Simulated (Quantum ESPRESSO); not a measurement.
CdS (Greenockite) in Quantum ESPRESSO: convergence with k mesh

CdS (Greenockite):

```
Cd S
1.0
     4.15000    0.00000    0.00000
    -2.07500    3.59401    0.00000
     0.00000    0.00000    6.73700
Cd S
2 2
Direct
  0.66667 0.33333 0.50000
  0.33333 0.66667 0.00000
  0.66667 0.33333 0.87500
  0.33333 0.66667 0.37500
```

| Quantity | Value |
| --- | --- |
| Program | Quantum ESPRESSO 7.5 |
| Task | single point |
| Functional | LDA |
| Potentials or basis | JTH 2.0 LDA |
| Cutoff | 490 eV |
| Density cutoff | 2939 eV |
| k mesh | 1 × 1 × 1 |
| Occupations | fermi-dirac, width 0.05 eV |
| Spin | no spin polarisation |

These are the settings of the first run; the series varies k mesh, with any setting tied to it.

Hardware: 1 thread of Intel(R) Xeon(R) Platinum 8488C (Sapphire Rapids) (shared host).

**Question.** The values tried are 1 × 1 × 1, 2 × 2 × 1, 3 × 3 × 2, 4 × 4 × 2, 5 × 5 × 3, 6 × 6 × 4, 7 × 7 × 4, 8 × 8 × 5, 10 × 10 × 6, loosest first. From which on does the energy stay within 1 meV/atom of the tightest run that finished?

**Answer.** From 6 × 6 × 4 on.

```tsv
k mesh	energy less the tightest run, at zero smearing (meV/atom)	pressure (GPa)	largest force (eV/Å)	gap on the mesh (eV)	SCF cycles	CPU time (s)	peak memory (GiB)
1 × 1 × 1	2888.66	16.23	2.194	-	11	7.2	0.18
2 × 2 × 1	206.80	-2.70	0.089	0.789	9	6.9	0.18
3 × 3 × 2	44.76	-3.09	0.008	0.860	9	10	0.18
4 × 4 × 2	10.40	-3.38	0.046	0.882	9	13	0.18
5 × 5 × 3	3.02	-3.41	0.058	0.888	9	15	0.19
6 × 6 × 4	0.82	-3.42	0.060	0.891	9	23	0.19
7 × 7 × 4	0.30	-3.43	0.061	0.891	9	26	0.2
8 × 8 × 5	0.09	-3.43	0.062	0.892	9	34	0.2
10 × 10 × 6	0.00	-3.43	0.062	0.892	9	56	0.23
```

Against the tightest run, the pressure stays within 0.1 GPa from 4 × 4 × 2 on; the largest force stays within 0.005 eV/Å from 5 × 5 × 3 on; the gap on the mesh stays within 0.01 eV from 4 × 4 × 2 on. Meshes of other sizes hit other points, so gaps and Fermi surfaces needn't settle smoothly. The tightest run that finished is the yardstick and may itself not be fully converged.

Caveat, for the tightest run too: the cutoff is low for these files, which shifts pressure and relaxed volume.
